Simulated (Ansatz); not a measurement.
Wires are cut from relaxed bulk Si2Ni (Fm-3m, 13.47 Å³/atom, gap on the mesh 0.00 eV); atoms and period are relaxed, and energies count from that bulk.

Theory: Ansatz 0.2.0, DFT PBE, scalar-relativistic, plane waves, PAW.

Settings: cutoff 420 eV, Γ-centred mesh 1×1×14 on the computed 12-atom cell, Gaussian smearing of 0.05 eV; no spin polarisation.

Start ([110] wire, 12 host atoms a period):

```xyz
12
Lattice="14.8000 0.0000 0.0000 0.0000 14.7000 0.0000 0.0000 0.0000 3.8515" Properties=species:S:1:pos:R:3 pbc="T T T"
Si    4.5114    7.3500    0.0000
Si   10.2886    7.3500    1.9258
Ni   10.2886    5.9883    0.0000
Ni    8.3629    8.7117    1.9258
Si    6.4371   10.0734    1.9258
Si    6.4371    4.6266    1.9258
Si    8.3629   10.0734    0.0000
Si    8.3629    4.6266    0.0000
Ni    4.5114    8.7117    1.9258
Si    8.3629    7.3500    0.0000
Si    6.4371    7.3500    1.9258
Ni    6.4371    5.9883    0.0000
```

What does the relaxation give?

The free energy falls by 77 meV/atom.

```
excess energy (eV per host atom)                      : 0.695
line energy (eV/Å)                                    : 2.239
period (Å)                                            : 3.728
gap on the mesh (eV)                                  : 0
highest filled level or Fermi level under vacuum (eV) : 4.48
```

Relaxed structure:
```yaml
crystal:
  lattice:
    - [14.80000, 0.00000, 0.00000]
    - [0.00000, 14.70000, 0.00000]
    - [0.00000, 0.00000, 3.72767]
  atoms:
    - { symbol: Si, position: [0.30888, 0.51076, 0.00000] }
    - { symbol: Si, position: [0.69112, 0.48924, 0.50000] }
    - { symbol: Ni, position: [0.69070, 0.40332, 0.00000] }
    - { symbol: Ni, position: [0.56687, 0.58566, 0.50000] }
    - { symbol: Si, position: [0.43521, 0.68438, 0.50000] }
    - { symbol: Si, position: [0.46041, 0.32626, 0.50000] }
    - { symbol: Si, position: [0.53959, 0.67374, 0.00000] }
    - { symbol: Si, position: [0.56479, 0.31562, 0.00000] }
    - { symbol: Ni, position: [0.30930, 0.59668, 0.50000] }
    - { symbol: Si, position: [0.56871, 0.49455, 0.00000] }
    - { symbol: Si, position: [0.43129, 0.50545, 0.50000] }
    - { symbol: Ni, position: [0.43313, 0.41434, 0.00000] }
```

Spin polarisation was left out, and a magnetic state may lie lower.

Each run keeps its start's symmetry and one magnetic start, so lower states can exist.

Time: 120 s on 4 threads of Arm Neoverse V1, on a shared host, peak memory 1.7 GiB.